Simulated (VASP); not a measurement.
# Sn, density of states: which settings are enough?

Sn, Fd-3m (no. 227), 2 atoms in the cell. AM05; PAW potentials Sn_d (PBE set). VASP 6.6.1.

Wanted: density of states by 0.5 eV bins within 4 %; centre of the states within 12 eV below the valence top within 0.01 eV; states at the Fermi level within 4 %.

What the run is for: density of states; Accuracy asked: tight; k mesh of the density: 8 × 8 × 8.

POSCAR:
```
Sn
1.0
    0.0000000000      3.2333428000      3.2333428000
    3.2333428000      0.0000000000      3.2333428000
    3.2333428000      3.2333428000      0.0000000000
Sn
2
Direct
    0.7500000000      0.7500000000      0.7500000000
    0.5000000000      0.5000000000      0.5000000000
```

The series start from Plane-wave cutoff (eV): 280; k-point mesh: 10 × 10 × 10; Energy points (NEDOS): 2001; Occupations for the DOS: ISMEAR=-5; Electronic threshold (eV): 1e-6; Precision mode (PREC): Accurate. Each series keeps the choices made before it, and each single choice may use up half of a tolerance. Times cover all steps of a run.

## Plane-wave cutoff (eV)

| Plane-wave cutoff (eV) | Density of states by 0.5 eV bins, largest deviation against the largest value | Centre of the states within 12 eV below the valence top (eV) | States at the Fermi level (states/eV/atom) | Time (s) |
|---|---|---|---|---|
| 190 | 1.9 % | -4.768 | 0.0047 | 13 |
| 240 | 0.16 % | -4.774 | 0.0037 | 13 |
| 280 | 0.16 % | -4.774 | 0.0036 | 24 |
| 310 | 0.11 % | -4.774 | 0.0037 | 25 |
| 380 | 0.022 % | -4.774 | 0.0037 | 32 |
| 480 (reference) | 0 % | -4.774 | 0.0037 | 40 |

Chosen: 310, the loosest value from which every tighter one stays within half of the tolerance.

## k-point mesh

| k-point mesh | Density of states by 0.5 eV bins, largest deviation against the largest value | Centre of the states within 12 eV below the valence top (eV) | States at the Fermi level (states/eV/atom) | Time (s) |
|---|---|---|---|---|
| 4 × 4 × 4 | 37 % | -4.742 | 0.0022 | 16 |
| 5 × 5 × 5 | 40 % | -4.791 | 0.0022 | 16 |
| 7 × 7 × 7 | 9.8 % | -4.777 | 0.0022 | 18 |
| 8 × 8 × 8 | 20 % | -4.772 | 0.0026 | 21 |
| 10 × 10 × 10 | 7.2 % | -4.774 | 0.0037 | 25 |
| 12 × 12 × 12 | 6.7 % | -4.775 | 0.0051 | 31 |
| 15 × 15 × 15 | 2.3 % | -4.775 | 0.008 | 40 |
| 17 × 17 × 17 (reference) | 0 % | -4.776 | 0.0118 | 53 |

Chosen: 17 × 17 × 17; the next looser run is off by more than half of the tolerance, so convergence isn't shown beyond this value.

## Energy points (NEDOS)

| Energy points (NEDOS) | Density of states by 0.5 eV bins, largest deviation against the largest value | Centre of the states within 12 eV below the valence top (eV) | States at the Fermi level (states/eV/atom) | Time (s) |
|---|---|---|---|---|
| 301 | 1.9 % | -4.770 | 0.0117 | 50 |
| 501 | 0.66 % | -4.772 | 0.0177 | 50 |
| 1001 | 0.25 % | -4.775 | 0.0143 | 52 |
| 2001 | 0.087 % | -4.776 | 0.0118 | 53 |
| 4001 (reference) | 0 % | -4.777 | 0.0108 | 51 |

Chosen: 4001; the next looser run is off by more than half of the tolerance, so convergence isn't shown beyond this value.

## Occupations for the DOS

| Occupations for the DOS | Density of states by 0.5 eV bins, largest deviation against the largest value | Centre of the states within 12 eV below the valence top (eV) | States at the Fermi level (states/eV/atom) | Time (s) |
|---|---|---|---|---|
| ISMEAR=-5 | 0 % | -4.777 | 0.0108 | 51 |
| ISMEAR=-4 | 0 % | -4.777 | 0.0108 | 49 |
| ISMEAR=0 SIGMA=0.05 | 8.3 % | -4.757 | 0.0699 | 52 |
| ISMEAR=0 SIGMA=0.1 | 6.5 % | -4.768 | 0.0523 | 49 |
| ISMEAR=-15 SIGMA=0.025 | 2.2 % | -4.792 | 0.0079 | 49 |
| ISMEAR=1 SIGMA=0.1 | 6.9 % | -4.761 | 0.0625 | 49 |

Chosen: ISMEAR=-5; no other choice that stays within half of the tolerance saves 30 % of the time.

## Electronic threshold (eV)

| Electronic threshold (eV) | Density of states by 0.5 eV bins, largest deviation against the largest value | Centre of the states within 12 eV below the valence top (eV) | States at the Fermi level (states/eV/atom) | Time (s) |
|---|---|---|---|---|
| 0.001 | 0.21 % | -4.776 | 0.0105 | 42 |
| 0.0001 | 0.076 % | -4.777 | 0.0103 | 47 |
| 1e-5 | 0.054 % | -4.777 | 0.0092 | 52 |
| 1e-6 (reference) | 0 % | -4.777 | 0.0108 | 51 |

Chosen: 1e-6; the next looser run is off by more than half of the tolerance, so convergence isn't shown beyond this value.

## Precision mode (PREC)

| Precision mode (PREC) | Density of states by 0.5 eV bins, largest deviation against the largest value | Centre of the states within 12 eV below the valence top (eV) | States at the Fermi level (states/eV/atom) | Time (s) |
|---|---|---|---|---|
| Normal | 0.043 % | -4.777 | 0.0108 | 30 |
| Accurate (reference) | 0 % | -4.777 | 0.0108 | 51 |

Chosen: Normal.

## All choices together

| Input | Density of states by 0.5 eV bins, largest deviation against the largest value | Centre of the states within 12 eV below the valence top (eV) | States at the Fermi level (states/eV/atom) | Time (s) |
|---|---|---|---|---|
| defaults for smearing, thresholds and mesh (naive) | 72 % | -4.712 | 0.251 | 14 |
| chosen settings | 0.043 % | -4.777 | 0.0095 | 38 |
| reference settings throughout | 0 % | -4.776 | 0.0095 | 86 |

The chosen settings stay within the tolerance of the reference run, but the reference itself isn't shown to be converged in: k-point mesh, Energy points (NEDOS), Electronic threshold (eV).

1 cheaper combination failed this check first and made the worst setting one step tighter.

## The input

INCAR.step1:
```
SYSTEM = Sn
ALGO     = Normal         ! electronic algorithm
EDIFF    = 1E-6           ! SCF threshold, eV
ENCUT    = 380            ! plane-wave cutoff, eV
GGA      = AM             ! functional
GGA_COMPAT= .FALSE.      
ISMEAR   = 1              ! smearing method
LASPH    = .TRUE.         ! aspherical terms in the spheres
LCHARG   = .TRUE.         ! write CHGCAR
LREAL    = .FALSE.        ! projectors in reciprocal space
LWAVE    = .FALSE.        ! write WAVECAR
NBANDS   = 30             ! bands
NELM     = 120            ! most SCF steps
PREC     = Normal         ! precision mode
SIGMA    = 0.1            ! smearing width, eV
```

INCAR.step2, as INCAR.step1 but for:
```
- ISMEAR = 1
- LCHARG = .TRUE.
- SIGMA = 0.1
+ EMAX = 13.6842
+ EMIN = -8.3158
+ ICHARG = 11
+ ISMEAR = -5
+ LCHARG = .FALSE.
+ LORBIT = 11
+ NEDOS = 4001
```

KPOINTS.step1:
```
k-points
0
Gamma
  8 8 8
```

KPOINTS.step2:
```
Automatic mesh
0
Gamma
  17 17 17
  0 0 0
```

Commands (each step's output is kept before the next begins):
```
cat potpaw_PBE.64/Sn_d/POTCAR > POTCAR
cp INCAR.step1 INCAR
cp KPOINTS.step1 KPOINTS
mpirun -np 1 vasp_std > vasp.out
cp INCAR.step2 INCAR
cp KPOINTS.step2 KPOINTS
mpirun -np 1 vasp_std > vasp.out
```

The chosen input took VASP 6.6.1 38 s on 1 core (Intel Xeon 6975P-C (Granite Rapids)), a shared host.

## An input that fails: broad smearing on a coarse energy grid

It runs to its end, but against the unchanged starting input it is off by 23 % in the density of states by 0.5 eV bins, 0.000 eV in the centre of the states within 12 eV below the valence top, 2681 % in the states at the Fermi level.

Changes against the starting input:
```
(step 2)
- ISMEAR = -5
- NELM = 120
- NEDOS = 2001
+ ISMEAR = 0
+ NELM = 64
+ NEDOS = 301
+ SIGMA = 0.5
```
